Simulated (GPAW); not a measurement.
ZnS (Wurtzite-2H):

```
CELL_PARAMETERS angstrom
3.81100 0.00000 0.00000
-1.90550 3.30042 0.00000
0.00000 0.00000 6.23400
ATOMIC_POSITIONS crystal
Zn 0.66667 0.33333 0.50000
Zn 0.33333 0.66667 0.00000
S 0.66667 0.33333 0.88500
S 0.33333 0.66667 0.38500
```

Base run:

| Quantity | Value |
| --- | --- |
| Program | GPAW 26.7.0 |
| Functional | mBEEF |
| Potentials or basis | GPAW PAW data sets (gpaw-data 1.2.1) |
| Cutoff | 600 eV |
| Basis | pw |
| k mesh | 6 × 6 × 3 |
| Occupations | fermi-dirac, width 0.05 eV |
| Spin | no spin polarisation |

Its results: band gap on the k mesh 3.08 eV, direct; largest force 0.325 eV/Å.

Task: The run is repeated on the same cell with these changes: functional from mBEEF to vdW-DF; band points from 100 to 80. What comes out?

Result: Band gap on the k mesh 2.45 eV, direct; largest force 0.361 eV/Å.

Caveats: the PAW data sets were made with another functional, which shifts forces and pressure a little.
